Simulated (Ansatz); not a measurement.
# ZnS: the cost of one run

Method: DFT PBE, scalar-relativistic, plane waves, PAW, in Ansatz 0.2.0.

2 further runs of the same task are left out: 2 set aside as unsound or not needed.

**1. The structure to begin with**

The structure is cubic, space group F-43m (No. 216). The conventional cell has a = 5.443 Å, b = 5.443 Å, c = 5.443 Å, α = 90.00°, β = 90.00°, γ = 90.00°. Zn (site symmetry -43m) has 4 S at 2.36 Å as nearest neighbours. S (site symmetry -43m) has 4 Zn at 2.36 Å as nearest neighbours.

Coordinates:

```xyz
2
Lattice="0.0000 2.7217 2.7217 2.7217 0.0000 2.7217 2.7217 2.7217 0.0000" Properties=species:S:1:pos:R:3 pbc="T T T"
Zn    0.0000    0.0000    0.0000
S     4.0825    4.0825    4.0825
```

It is the result of an earlier relaxation at this level (volume 20.16 Å³/atom; gap on the mesh: 2.02 eV).

**2. Relaxing at 25 GPa**

At a set pressure the run lowers the enthalpy E + PV, so the energy alone may rise along the way.

File input.yaml:

```yaml
crystal:
  lattice:
    - [0.0, 2.7216977293, 2.7216977293]
    - [2.7216977293, 0.0, 2.7216977293]
    - [2.7216977293, 2.7216977293, 0.0]
  atoms:
    - { symbol: Zn, position: [0.0, 0.0, 0.0] }
    - { symbol: S, position: [0.75, 0.75, 0.75] }
basis:
  ecutwfc: 420
kpoints:
  mp_grid: { grid: [10, 10, 10] }
hamiltonian:
  xc: pbe
scf:
  occupations: { method: fixed }
output:
  forces: true
  stress: true
  eigenvalues: true
relax:
  adjacent_minimum: "off"
  f_tol: 0.001
  max_steps: 60
  cell: { stress_tol: 0.02, p_target: 25.0 }
```

The run is started by

```bash
$ ansatz run input.yaml --threads 1 --pin off --max-ram 3072MiB --backend cpu --events-out ev --progress --plain --runs-dir out
```

What time and memory should one allow on 1 thread of Arm Neoverse V1, shared host?

About 24 s, with a peak of 0.32 GiB.
